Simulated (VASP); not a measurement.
## VASP 6.6.1 run: LiH

INCAR

```
ISMEAR = -1
NELM = 81
NBANDS = 6
GGA = PE
PREC = Accurate
LREAL = .FALSE.
NSW = 0
IBRION = -1
EDIFF = 1E-7
LCHARG = .FALSE.
LWAVE = .FALSE.
SIGMA = 0.02
LASPH = .TRUE.
ISIF = 2
ENCUT = 520
```

KPOINTS

```
KPOINTS created by Atomic Simulation Environment
0
Gamma
8 8 8
0 0 0
```

POSCAR

```
Li H
 1.0000000000000000
    -0.0028000000000000    2.0501000000000000    2.0228000000000002
     2.1105000000000000   -0.0406000000000000    2.0606000000000000
     2.1770999999999998    2.1545000000000001   -0.1071000000000000
 Li  H
   1   1
Cartesian
  0.0473446400000000  0.0435738700000000  0.0285381600000000
  1.0677846300000000  1.1054344400000002  0.9310598200000001
```

The recommended PBE PAW datasets give the neutral cell 4 valence electrons.

Command

```
mpirun -np 1 vasp_std
```

Problem. How does this run end, and what does it give?

Solution. It converged. Results: gap between bands v and c on the k mesh 3.87 eV; least direct gap on the k mesh 4.83 eV; pressure 1.2 GPa; largest force 0.32 eV/Å. Band v is the last that the valence electrons fill when counted band by band, and c is the next.

OSZICAR

```
N       E                     dE             d eps       ncg     rms          rms(c)
DAV:   1    -0.399584992787E+00   -0.39958E+00   -0.14277E+03  3156   0.597E+02
DAV:   2    -0.618715483784E+01   -0.57876E+01   -0.56941E+01  4476   0.704E+01
DAV:   3    -0.634565878395E+01   -0.15850E+00   -0.15850E+00  3642   0.114E+01
DAV:   4    -0.634874465187E+01   -0.30859E-02   -0.30859E-02  4170   0.137E+00
DAV:   5    -0.634875862796E+01   -0.13976E-04   -0.13976E-04  3720   0.890E-02    0.335E+00
DAV:   6    -0.607132691952E+01    0.27743E+00   -0.26741E-01  3192   0.219E+00    0.164E+00
DAV:   7    -0.599209315526E+01    0.79234E-01   -0.30736E-01  3498   0.261E+00    0.290E-01
DAV:   8    -0.599742657530E+01   -0.53334E-02   -0.13125E-02  3822   0.851E-01    0.522E-02
DAV:   9    -0.599745617122E+01   -0.29596E-04   -0.32826E-04  4542   0.123E-01    0.150E-02
DAV:  10    -0.599745622475E+01   -0.53538E-07   -0.76220E-06  3702   0.255E-02    0.459E-03
DAV:  11    -0.599745584305E+01    0.38170E-06   -0.25808E-06  4092   0.958E-03    0.144E-03
DAV:  12    -0.599745616843E+01   -0.32538E-06   -0.12251E-07  3318   0.370E-03    0.103E-03
DAV:  13    -0.599745604904E+01    0.11939E-06   -0.19864E-08  1614   0.136E-03    0.890E-05
DAV:  14    -0.599745605082E+01   -0.17778E-08   -0.13677E-09  1560   0.416E-04
   1 F= -.59974561E+01 E0= -.59974561E+01  d E =-.171472E-13
```

For comparison, a separate PBE run of the intended cell, on usual settings and not on those above, gives a gap of 3.87 eV on its mesh and a pressure of 1.2 GPa.
